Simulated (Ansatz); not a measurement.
# GaP: how the settings move a single-point run

Question: which choices in the input matter for GaP? The cell is built on a prototype (rocksalt) and needn't be the phase found in nature.

Program: Ansatz 0.2.0. Level of theory: reference: DFT, PBE, plane waves, PAW. These are calculated values, not measurements.

1 further run of the same task is left out (it didn't finish).

## Step 1: The structure to begin with

It takes space group Fm-3m (No. 225, cubic). Conventional cell: a = 5.117 Å, b = 5.117 Å, c = 5.117 Å, α = 90.00°, β = 90.00°, γ = 90.00°. Ga (site symmetry m-3m) has 6 P at 2.56 Å as nearest neighbours. Around P (site symmetry m-3m) lie 6 Ga at 2.56 Å.

Structure file:

```
CELL_PARAMETERS angstrom
0.00000 2.55854 2.55854
2.55854 0.00000 2.55854
2.55854 2.55854 0.00000
ATOMIC_POSITIONS crystal
Ga 0.00000 0.00000 0.00000
P 0.50000 0.50000 0.50000
```

## Step 2: Reference

File input.yaml:

```yaml
crystal:
  lattice:
    - [0.0, 2.5585353464, 2.5585353464]
    - [2.5585353464, 0.0, 2.5585353464]
    - [2.5585353464, 2.5585353464, 0.0]
  atoms:
    - { symbol: Ga, position: [0.0, 0.0, 0.0] }
    - { symbol: P, position: [0.5, 0.5, 0.5] }
kpoints:
  mp_grid: { grid: [6, 6, 6] }
hamiltonian:
  xc: pbe
scf:
  occupations: { method: fermi_dirac, width: 0.02 }
  n_extra_bands: 4
output:
  forces: true
  stress: true
  eigenvalues: true
```

Started as:

```
$ ansatz run input.yaml --threads 4 --pin off --max-ram 3686MiB --backend cpu --events-out ev --progress --plain --runs-dir out
```

## Step 3: Changing settings: symmetry.detect false

input.yaml: that of step 2 with these lines changed.

```diff
@@ -8,2 +8,3 @@
     - { symbol: P, position: [0.5, 0.5, 0.5] }
+  symmetry: { detect: false }
 kpoints:
```

## Step 4: Changing settings: occupations.method gaussian, occupations.width 0.2

input.yaml: that of step 2 with these lines changed.

```diff
@@ -13,3 +13,3 @@
 scf:
-  occupations: { method: fermi_dirac, width: 0.02 }
+  occupations: { method: gaussian, width: 0.2 }
   n_extra_bands: 4
```

## Step 5: Changed: preconditioner none

input.yaml: that of step 2 with these lines changed.

```diff
@@ -15,2 +15,3 @@
   n_extra_bands: 4
+  mixing: { preconditioner: none }
 output:
```

## Step 6: Changing settings: n_extra_bands 24

input.yaml: that of step 2 with these lines changed.

```diff
@@ -14,3 +14,3 @@
   occupations: { method: fermi_dirac, width: 0.02 }
-  n_extra_bands: 4
+  n_extra_bands: 24
 output:
```

## Step 7: Changing settings: occupations.method cold, occupations.width 0.001

input.yaml: that of step 2 with these lines changed.

```diff
@@ -13,3 +13,3 @@
 scf:
-  occupations: { method: fermi_dirac, width: 0.02 }
+  occupations: { method: cold, width: 0.001 }
   n_extra_bands: 4
```

## Step 8: A further run, with the input changed

input.yaml: that of step 2 with these lines changed.

```diff
@@ -15,2 +15,3 @@
   n_extra_bands: 4
+  max_iter: 100
 output:
@@ -19 +20,4 @@
   eigenvalues: true
+magnetization:
+  spin_polarized: true
+  initial_magnetization: 6.0
```

(Steps that only read results are left out.)

What does the calculation give? Wanted: for each run, ending; energy change; pressure; gap; force.

**Answer**, as computed:

| run | ending | energy change | pressure (GPa) | gap (eV) | force (eV/Å) | cycles | time |
| --- | --- | --- | --- | --- | --- | --- | --- |
| reference | converged | 0 | 2.3 | 0.00 | 0.00 | 7 | 0.49 s |
| 1: symmetry.detect false | converged | 0.0 meV/atom | 2.3 | 0.00 | 0.00 | 7 | 2.3 s |
| 2: occupations.method gaussian, occupations.width 0.2 | converged | -1.6 meV/atom (σ→0) | 2.3 | 0.00 | 0.00 | 7 | 0.5 s |
| 3: preconditioner none | converged | 0.0 meV/atom | 2.3 | 0.00 | 0.00 | 7 | 0.48 s |
| 4: n_extra_bands 24 | converged | 0.0 meV/atom | 2.3 | 0.00 | 0.00 | 6 | 0.58 s |
| 5: occupations.method cold, occupations.width 0.001 | converged | +0.2 meV/atom (σ→0) | 2.3 | 0.00 | 0.00 | 7 | 0.5 s |
| 6: spin_polarized true, initial_magnetization 6.0 | converged | 0.0 meV/atom | 2.3 | 0.00 | 0.00 | 20 | 1.4 s |

Residual by cycle in the longest SCF loop of each run; runs are numbered as in the table. The quantity is the density residual dr2, in eV.

| cycle | reference | run 1 | run 2 | run 3 | run 4 | run 5 | run 6 |
| --- | --- | --- | --- | --- | --- | --- | --- |
| 1 | 6.7e-4 | 6.7e-4 | 5.4e-4 | 6.7e-4 | 7.3e-4 | 6.9e-4 | 0.131 |
| 3 | 2.7e-5 | 2.6e-5 | 8.7e-5 | 2.7e-5 | 3.9e-5 | 2.5e-5 | 0.111 |
| 4 | 4.1e-6 | 4.4e-6 | 1.8e-5 | 4.1e-6 | 4.7e-6 | 4.7e-6 | 0.0918 |
| 6 | 1.5e-7 | 2.6e-7 | 9.0e-8 | 1.5e-7 | 9.2e-9 | 5.1e-7 | 0.00149 |
| 8 | - | - | - | - | - | - | 0.0011 |
| 10 | - | - | - | - | - | - | 1.6e-4 |
| 11 | - | - | - | - | - | - | 2.8e-4 |
| 13 | - | - | - | - | - | - | 2.5e-5 |
| 15 | - | - | - | - | - | - | 1.0e-8 |
| 17 | - | - | - | - | - | - | 5.5e-8 |
| 18 | - | - | - | - | - | - | 5.5e-9 |
| 20 | - | - | - | - | - | - | 3.9e-11 |

What this shows: Semilocal functionals close small gaps, so the missing gap need not be the real solid's. Of the variants the dearest is «symmetry.detect false» (2.3 s), the cheapest «preconditioner none» (0.48 s), on a shared host.
